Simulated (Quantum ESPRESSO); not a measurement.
# CoO (I4/mmm) in Quantum ESPRESSO: reference runs

Aim: a first look at CoO with PBE, on the cell as given.

All numbers are computed with Quantum ESPRESSO 7.5; they aren't measurements. Logs are shortened: lines on timing, memory, paths and dates and some standing lists are left out, and cuts for length are marked.

### 1 Starting point

Symmetry: I4/mmm, No. 139, tetragonal system. The conventional cell has a = 3.016 Å, b = 3.016 Å, c = 4.214 Å, α = 90.00°, β = 90.00°, γ = 90.00°. Co (site symmetry 4/mmm) is surrounded by 6 O at 2.11 to 2.13 Å. O (site symmetry 4/mmm) has 6 Co at 2.11 to 2.13 Å as nearest neighbours.

### 2 Single point, PBE, collinear spin, ferromagnetic start

File pw.in:

```
&CONTROL
  calculation = 'scf'
  prefix = 'pwscf'
  outdir = './tmp'
  pseudo_dir = './pseudo'
  tprnfor = .true.
  tstress = .true.
  disk_io = 'low'
/
&SYSTEM
  ibrav = 0
  nat = 2
  ntyp = 2
  ecutwfc = 55
  ecutrho = 440
  nbnd = 21
  occupations = 'smearing'
  smearing = 'fd'
  degauss = 0.00367493
  nspin = 2
  starting_magnetization(1) = 0.1176
  starting_magnetization(2) = 0
/
&ELECTRONS
  conv_thr = 4d-10
  electron_maxstep = 120
  mixing_beta = 0.3
/
ATOMIC_SPECIES
Co    58.9332 Co_pbe_v1.2.uspp.F.UPF
O     15.9990 O.pbe-n-kjpaw_psl.0.1.UPF
CELL_PARAMETERS angstrom
  -1.5080000000    1.5080000000    2.1072475377
   1.5080000000   -1.5080000000    2.1072475377
   1.5080000000    1.5080000000   -2.1072475377
ATOMIC_POSITIONS crystal
Co     0.0000000000    0.0000000000    0.0000000000
O      0.5000000000    0.5000000000    0.0000000000
K_POINTS automatic
12 12 12 0 0 0
```

File pp_density.in:

```
&INPUTPP
  prefix = 'pwscf'
  outdir = './tmp'
  filplot = 'density.dat'
  plot_num = 0
/
&PLOT
  nfile = 1
  filepp(1) = 'density.dat'
  iflag = 3
  output_format = 6
  fileout = 'density.cube'
/
```

File pp_potential.in:

```
&INPUTPP
  prefix = 'pwscf'
  outdir = './tmp'
  filplot = 'potential.dat'
  plot_num = 11
/
&PLOT
  nfile = 1
  filepp(1) = 'potential.dat'
  iflag = 3
  output_format = 6
  fileout = 'potential.cube'
/
```

File pp_spin.in:

```
&INPUTPP
  prefix = 'pwscf'
  outdir = './tmp'
  filplot = 'spin.dat'
  plot_num = 6
/
&PLOT
  nfile = 1
  filepp(1) = 'spin.dat'
  iflag = 3
  output_format = 6
  fileout = 'spin.cube'
/
```

Potentials or basis: SSSP 1.3 efficiency PBE.

On the command line:

```bash
$ OMP_NUM_THREADS=2 pw.x -in pw.in > pw.out
$ OMP_NUM_THREADS=2 pp.x -in pp_density.in > pp_density.out
$ OMP_NUM_THREADS=2 pp.x -in pp_potential.in > pp_potential.out
$ OMP_NUM_THREADS=2 pp.x -in pp_spin.in > pp_spin.out
```

pw.out:

```text
This program is part of the open-source Quantum ESPRESSO suite
     for quantum simulation of materials; please cite
         "P. Giannozzi et al., J. Phys.:Condens. Matter 21 395502 (2009);
         "P. Giannozzi et al., J. Phys.:Condens. Matter 29 465901 (2017);
         "P. Giannozzi et al., J. Chem. Phys. 152 154105 (2020);
     in publications or presentations arising from this work. More details at

     file O.pbe-n-kjpaw_psl.0.1.UPF: wavefunction(s)  2P renormalized
     Message from routine setup:
     using ibrav=0 with symmetry is DISCOURAGED, use correct ibrav instead

     G-vector sticks info
     --------------------
     sticks:   dense  smooth     PW     G-vecs:    dense   smooth      PW
     Sum        1117     561    217                20075     7135    1679

     Using Slab Decomposition

     bravais-lattice index     =            0
     lattice parameter (alat)  =       5.6656  a.u.
     unit-cell volume          =     129.3525 (a.u.)^3
     number of atoms/cell      =            2
     number of atomic types    =            2
     number of electrons       =        23.00
     number of Kohn-Sham states=           21
     kinetic-energy cutoff     =      55.0000  Ry
     charge density cutoff     =     440.0000  Ry
     scf convergence threshold =      4.0E-10
     mixing beta               =       0.3000
     number of iterations used =            8  plain     mixing
     Exchange-correlation= SLA  PW   PBX  PBC
                           (   1   4   3   4   0   0   0)

     celldm(1)=   5.665593  celldm(2)=   0.000000  celldm(3)=   0.000000
     celldm(4)=   0.000000  celldm(5)=   0.000000  celldm(6)=   0.000000

     crystal axes: (cart. coord. in units of alat)
               a(1) = (  -0.502985   0.502985   0.702860 )
               a(2) = (   0.502985  -0.502985   0.702860 )
               a(3) = (   0.502985   0.502985  -0.702860 )

     reciprocal axes: (cart. coord. in units 2 pi/alat)
               b(1) = (  0.000000  0.994066  0.711379 )
               b(2) = (  0.994066  0.000000  0.711379 )
               b(3) = (  0.994066  0.994066  0.000000 )

     PseudoPot. # 1 for Co read from file:
     Co_pbe_v1.2.uspp.F.UPF
     Pseudo is Ultrasoft + core correction, Zval = 17.0
     Generated by new atomic code, or converted to UPF format
     Using radial grid of  863 points,  6 beta functions with:
                l(1) =   0
                l(2) =   0
                l(3) =   1
                l(4) =   1
                l(5) =   2
                l(6) =   2
     Q(r) pseudized with  8 coefficients,  rinner =    1.200   1.200   1.200
                                                       1.200   1.200

     PseudoPot. # 2 for O  read from file:
     O.pbe-n-kjpaw_psl.0.1.UPF
     Pseudo is Projector augmented-wave + core cor, Zval =  6.0
     Generated using "atomic" code by A. Dal Corso  v.5.0.99 svn rev. 10869
     Shape of augmentation charge: BESSEL
     Using radial grid of 1095 points,  4 beta functions with:
                l(1) =   0
                l(2) =   0
                l(3) =   1
                l(4) =   1
     Q(r) pseudized with 0 coefficients

     atomic species   valence    mass     pseudopotential
     Co               17.00    58.93320     Co( 1.00)
     O                 6.00    15.99900     O ( 1.00)

     Starting magnetic structure
     atomic species   magnetization
     Co              0.118
     O               0.000

     16 Sym. Ops., with inversion, found

   Cartesian axes

     site n.     atom                  positions (alat units)
         1        Co     tau(   1) = (   0.0000000   0.0000000   0.0000000  )
         2        O      tau(   2) = (   0.0000000   0.0000000   0.7028603  )

     number of k points=   163  Fermi-Dirac smearing, width (Ry)=  0.0037

     Number of k-points >= 100: set verbosity='high' to print them.

     Dense  grid:    20075 G-vectors     FFT dimensions: (  40,  40,  40)

     Smooth grid:     7135 G-vectors     FFT dimensions: (  27,  27,  27)

     Check: negative core charge=   -0.000026
     Generating pointlists ...
     new r_m :   0.2899 (alat units)  1.6426 (a.u.) for type    1
     new r_m :   0.2899 (alat units)  1.6426 (a.u.) for type    2

     Initial potential from superposition of free atoms

     starting charge      22.0000, renormalised to      23.0000
     Starting wfcs are   17 randomized atomic wfcs +    4 random wfcs

     Self-consistent Calculation

     iteration #  1     ecut=    55.00 Ry     beta= 0.30
     Davidson diagonalization with overlap
     ethr =  1.00E-02,  avg # of iterations =  5.4

     total energy              =    -337.71400119 Ry
     estimated scf accuracy    <       7.28296403 Ry

     total magnetization       =     2.55 Bohr mag/cell
     absolute magnetization    =     2.58 Bohr mag/cell

     iteration #  2     ecut=    55.00 Ry     beta= 0.30
     Davidson diagonalization with overlap
     ethr =  1.00E-02,  avg # of iterations =  2.0

     total energy              =    -338.91852905 Ry
     estimated scf accuracy    <       8.88081334 Ry

     total magnetization       =     0.24 Bohr mag/cell
     absolute magnetization    =     0.26 Bohr mag/cell

     iteration #  3     ecut=    55.00 Ry     beta= 0.30
     Davidson diagonalization with overlap
     ethr =  1.00E-02,  avg # of iterations =  1.4

     total energy              =    -340.07220787 Ry
     estimated scf accuracy    <       0.19332477 Ry

     total magnetization       =     2.69 Bohr mag/cell
     absolute magnetization    =     2.69 Bohr mag/cell

     iteration #  4     ecut=    55.00 Ry     beta= 0.30
     Davidson diagonalization with overlap
     ethr =  8.41E-04,  avg # of iterations =  1.1

     total energy              =    -340.06319029 Ry
     estimated scf accuracy    <       0.05791299 Ry

     total magnetization       =     2.59 Bohr mag/cell
     absolute magnetization    =     2.59 Bohr mag/cell

     iteration #  5     ecut=    55.00 Ry     beta= 0.30
     Davidson diagonalization with overlap
     ethr =  2.52E-04,  avg # of iterations =  2.2

     total energy              =    -340.07495697 Ry
     estimated scf accuracy    <       0.14535807 Ry

     total magnetization       =     2.33 Bohr mag/cell
     absolute magnetization    =     2.34 Bohr mag/cell

     iteration #  6     ecut=    55.00 Ry     beta= 0.30
     Davidson diagonalization with overlap
     ethr =  2.52E-04,  avg # of iterations =  1.0

     total energy              =    -340.08632431 Ry
     estimated scf accuracy    <       0.00408897 Ry

     total magnetization       =     2.79 Bohr mag/cell
     absolute magnetization    =     2.80 Bohr mag/cell

     iteration #  7     ecut=    55.00 Ry     beta= 0.30
     Davidson diagonalization with overlap
     ethr =  1.78E-05,  avg # of iterations =  2.2

     total energy              =    -340.08640225 Ry
     estimated scf accuracy    <       0.00302373 Ry

     total magnetization       =     2.80 Bohr mag/cell
     absolute magnetization    =     2.81 Bohr mag/cell

     iteration #  8     ecut=    55.00 Ry     beta= 0.30
     Davidson diagonalization with overlap
     ethr =  1.31E-05,  avg # of iterations =  1.1

     total energy              =    -340.08668533 Ry
     estimated scf accuracy    <       0.00124917 Ry

     total magnetization       =     2.91 Bohr mag/cell
     absolute magnetization    =     2.93 Bohr mag/cell

     iteration #  9     ecut=    55.00 Ry     beta= 0.30
     Davidson diagonalization with overlap
     ethr =  5.43E-06,  avg # of iterations =  1.8

     total energy              =    -340.08708081 Ry
     estimated scf accuracy    <       0.00039459 Ry

     total magnetization       =     2.98 Bohr mag/cell
     absolute magnetization    =     3.00 Bohr mag/cell

     iteration # 10     ecut=    55.00 Ry     beta= 0.30
     Davidson diagonalization with overlap
     ethr =  1.72E-06,  avg # of iterations =  1.4

     total energy              =    -340.08713108 Ry
     estimated scf accuracy    <       0.00004089 Ry

     total magnetization       =     2.98 Bohr mag/cell
     absolute magnetization    =     3.00 Bohr mag/cell

     iteration # 11     ecut=    55.00 Ry     beta= 0.30
     Davidson diagonalization with overlap
     ethr =  1.78E-07,  avg # of iterations =  1.5

     total energy              =    -340.08713349 Ry
     estimated scf accuracy    <       0.00003698 Ry

     total magnetization       =     2.98 Bohr mag/cell
     absolute magnetization    =     3.00 Bohr mag/cell

     iteration # 12     ecut=    55.00 Ry     beta= 0.30
     Davidson diagonalization with overlap
     ethr =  1.61E-07,  avg # of iterations =  2.0

     total energy              =    -340.08714542 Ry
     estimated scf accuracy    <       0.00000665 Ry

     total magnetization       =     2.98 Bohr mag/cell
     absolute magnetization    =     3.00 Bohr mag/cell

     iteration # 13     ecut=    55.00 Ry     beta= 0.30
     Davidson diagonalization with overlap
     ethr =  2.89E-08,  avg # of iterations =  1.0

     total energy              =    -340.08714549 Ry
     estimated scf accuracy    <       0.00000138 Ry

     total magnetization       =     2.98 Bohr mag/cell
     absolute magnetization    =     3.00 Bohr mag/cell

     iteration # 14     ecut=    55.00 Ry     beta= 0.30
     Davidson diagonalization with overlap
     ethr =  6.01E-09,  avg # of iterations =  2.0

     total energy              =    -340.08714579 Ry
     estimated scf accuracy    <       0.00000053 Ry

     total magnetization       =     2.98 Bohr mag/cell
     absolute magnetization    =     3.00 Bohr mag/cell

     iteration # 15     ecut=    55.00 Ry     beta= 0.30
     Davidson diagonalization with overlap
     ethr =  2.30E-09,  avg # of iterations =  1.3

     total energy              =    -340.08714581 Ry
     estimated scf accuracy    <       0.00000030 Ry

     total magnetization       =     2.98 Bohr mag/cell
     absolute magnetization    =     3.00 Bohr mag/cell

     iteration # 16     ecut=    55.00 Ry     beta= 0.30
     Davidson diagonalization with overlap
     ethr =  1.30E-09,  avg # of iterations =  1.5

     total energy              =    -340.08714588 Ry
     estimated scf accuracy    <          5.4E-09 Ry

     total magnetization       =     2.98 Bohr mag/cell
     absolute magnetization    =     3.00 Bohr mag/cell

     iteration # 17     ecut=    55.00 Ry     beta= 0.30
     Davidson diagonalization with overlap
     ethr =  2.36E-11,  avg # of iterations =  2.0

     total energy              =    -340.08714588 Ry
     estimated scf accuracy    <          1.2E-09 Ry

     total magnetization       =     2.98 Bohr mag/cell
     absolute magnetization    =     3.00 Bohr mag/cell

     iteration # 18     ecut=    55.00 Ry     beta= 0.30
     Davidson diagonalization with overlap
     ethr =  5.25E-12,  avg # of iterations =  2.0

     Magnetic moment per site  (integrated on atomic sphere of radius R)
     atom   1 (R=0.290)  charge= 14.5654  magn=  2.5340
     atom   2 (R=0.290)  charge=  5.7239  magn=  0.3371

     End of self-consistent calculation

     Number of k-points >= 100: set verbosity='high' to print the bands.

     the Fermi energy is    14.0575 ev

!    total energy              =    -340.08714588 Ry
     estimated scf accuracy    <          4.0E-10 Ry
     smearing contrib. (-TS)   =      -0.00225539 Ry
     internal energy E=F+TS    =    -340.08489049 Ry

     The total energy is F=E-TS. E is the sum of the following terms:
     one-electron contribution =    -181.46191893 Ry
     hartree contribution      =     104.35231621 Ry
     xc contribution           =     -40.16576517 Ry
     ewald contribution        =    -213.29243594 Ry
     one-center paw contrib.   =      -9.51708666 Ry

     total magnetization       =     2.98 Bohr mag/cell
     absolute magnetization    =     3.00 Bohr mag/cell

     convergence has been achieved in  18 iterations

     Forces acting on atoms (cartesian axes, Ry/au):

     atom    1 type  1   force =     0.00000000    0.00000000    0.00000000
     atom    2 type  2   force =    -0.00000000   -0.00000000   -0.00000000

     Total force =     0.000000     Total SCF correction =     0.000000

     Computing stress (Cartesian axis) and pressure

          total   stress  (Ry/bohr**3)                   (kbar)     P=        0.23
  -0.00001413  -0.00000000   0.00000000           -2.08       -0.00        0.00
   0.00000000  -0.00001413   0.00000000            0.00       -2.08        0.00
   0.00000000   0.00000000   0.00003293            0.00        0.00        4.84

=------------------------------------------------------------------------------=
   JOB DONE.
=------------------------------------------------------------------------------=
```

It took 9.7 min on 2 threads of Arm Neoverse V1, shared host; peak memory 0.2 GiB.

What came out:

- Free energy: -4627.1213 eV
- Pressure: 0.0 GPa
- Band gap on the k mesh: none (metal or under the smearing width)
- Net moment: 2.98 μB per cell
- Absolute moment: 3.00 μB per cell
- Site moments: Co +2.53; O +0.34 μB
- Valence electrons inside the program's atomic spheres: Co 14.57; O 5.72

Caveat: a cell with one magnetic atom can't hold antiferromagnetic order, which such compounds often take; semilocal functionals often make such compounds metallic where correlation or magnetic order opens a gap, which also shifts bond lengths. With open d or f shells a metallic result of PBE can be an artefact of self-interaction; +U or a hybrid may open a gap.
